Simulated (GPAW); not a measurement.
## FeO (Wuestite): band structure with M06-L

**What was measured.**

“W\"ustite: Electric, thermodynamic and optical properties of FeO”, 2012, arxiv:1203.1201 quotes, for a bulk crystal of FeO: band gap 2.4 eV (optical).

Crystal: FeO (Wuestite).

```
Fe O
1.0
     0.00000    2.15540    2.15540
     2.15540    0.00000    2.15540
     2.15540    2.15540    0.00000
Fe O
1 1
Cartesian
  0.0000 0.0000 0.0000
  2.1554 2.1554 2.1554
```

* Program: GPAW 26.7.0
* Task: band structure
* Functional: M06-L
* Potentials or basis: GPAW PAW data sets (gpaw-data 1.2.1)
* Cutoff: 800 eV
* Basis: pw
* k mesh: 9 × 9 × 9
* Occupations: fermi-dirac, width 0.05 eV
* Spin: collinear spin, ferromagnetic start
* Starting moments: [3.0, 0.0] μB
* Maxiter: 150
* Band path: GXWKGLUWLK,UX
* Band points: 80

| Property | Result |
| --- | --- |
| Pressure | -3.5 GPa |
| Band gap along the path | none (metal or under the smearing width) |
| Net moment | 4.00 μB per cell |
| Site moments | Fe +3.66; O +0.24 μB |

Levels at the corners of the path, in eV from the Fermi level:
Spin up:
```tsv
point	band 7	band 8	band 9	band 10
Γ	-4.50	-4.50	-4.50	-0.58
X	-4.02	-4.02	-3.99	5.48
W	-4.08	-4.02	-2.69	7.65
K	-3.82	-3.56	-2.68	6.95
Γ	-4.50	-4.50	-4.50	-0.58
L	-3.61	-1.31	-1.31	3.42
U	-3.82	-3.56	-2.68	6.95
W	-4.08	-4.02	-2.69	7.65
L	-3.61	-1.31	-1.31	3.42
K	-3.82	-3.56	-2.68	6.95
U	-3.82	-3.56	-2.68	6.95
X	-4.02	-4.02	-3.99	5.48
```
Spin down:
```tsv
point	band 1	band 2	band 3	band 4	band 5	band 6	band 7	band 8	band 9	band 10
Γ	-22.18	-3.79	-3.79	-3.79	-0.72	-0.72	-0.72	-0.14	0.61	0.61
X	-21.05	-7.69	-5.02	-5.02	-2.42	0.93	0.93	1.21	1.51	6.51
W	-20.97	-6.82	-6.82	-6.02	-0.05	-0.05	0.94	1.46	2.24	8.79
K	-21.00	-7.26	-6.75	-5.34	-0.93	0.73	0.80	1.68	2.18	7.87
Γ	-22.18	-3.79	-3.79	-3.79	-0.72	-0.72	-0.72	-0.14	0.61	0.61
L	-21.12	-8.70	-5.55	-5.55	0.55	0.55	0.67	3.18	3.18	3.40
U	-21.00	-7.26	-6.75	-5.34	-0.93	0.73	0.80	1.68	2.18	7.87
W	-20.97	-6.82	-6.82	-6.02	-0.05	-0.05	0.94	1.46	2.24	8.79
L	-21.12	-8.70	-5.55	-5.55	0.55	0.55	0.67	3.18	3.18	3.40
K	-21.00	-7.26	-6.75	-5.34	-0.93	0.73	0.80	1.68	2.18	7.87
U	-21.00	-7.26	-6.75	-5.34	-0.93	0.73	0.80	1.68	2.18	7.87
X	-21.05	-7.69	-5.02	-5.02	-2.42	0.93	0.93	1.21	1.51	6.51
```

Wall time 3.5 min on 1 thread of Arm Neoverse V1, with other jobs on the host, peak memory 0.36 GiB.

Against the measured gap of FeO, 2.4 eV (optical; quoted in “W\"ustite: Electric, thermodynamic and optical properties of FeO”, 2012, arxiv:1203.1201), the calculated 0.00 eV is off by -2.40 eV. So large a miss can be the level of theory's own, or it may mean another phase, state or a wrong row. The value is that of M06-L, without temperature or zero-point motion. The run's magnetic order (collinear spin, ferromagnetic start) needn't be the measured crystal's.

Caveat: the PAW data sets were made with another functional, which shifts forces and pressure a little; a cell with one magnetic atom can't hold antiferromagnetic order, which such compounds often take; semilocal functionals often make such compounds metallic where correlation or magnetic order opens a gap, which also shifts bond lengths.
